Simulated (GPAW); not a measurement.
## Gd in GPAW: tuning eigensolver

The system is Gd.

```xyz
1
Lattice="0.0000 2.5858 2.5858 2.5858 0.0000 2.5858 2.5858 2.5858 0.0000" Properties=species:S:1:pos:R:3 pbc="T T T"
Gd    0.0000    0.0000    0.0000
```

This isn't the form of Gd at room conditions, which is hcp.

| Property | Result |
| --- | --- |
| Program | GPAW 26.7.0 |
| Task | tuning run |
| Functional | PBE |
| Potentials or basis | GPAW PAW data sets (gpaw-data 1.2.1) |
| Cutoff | 800 eV |
| Basis | pw |
| k mesh | 7 × 7 × 7 |
| Occupations | fermi-dirac, width 0.05 eV |
| Spin | collinear spin, ferromagnetic start |
| Starting moments | [7.0] μB |

These are the settings of the first run; the series varies eigensolver, with any setting tied to it.

Hardware: 1 thread of Arm Neoverse N1.

Problem. The values tried are default, davidson niter=2, davidson niter=4, rmm-diis, ppcg, cg. Which gives the shortest run?

Solution. Fastest here: davidson niter=2 (78 s); slowest of those that converged: davidson niter=4 (140 s). These are single runs, one after another on one machine, so differences under about a fifth mean little.

```csv
eigensolver,energy less the last converged row (meV/atom),SCF cycles,wall time (s),peak memory (GiB)
default,0.00,21,100,0.2
davidson niter=2,0.00,20,78,0.2
davidson niter=4,0.00,21,140,0.2
rmm-diis,not converged,-,-,-
ppcg,0.00,21,100,0.2
cg,0.00,-,98,0.26
```

Caveat: one-centre terms of the f shell are cut off. The state reached can hang on the start; a lower one may exist.
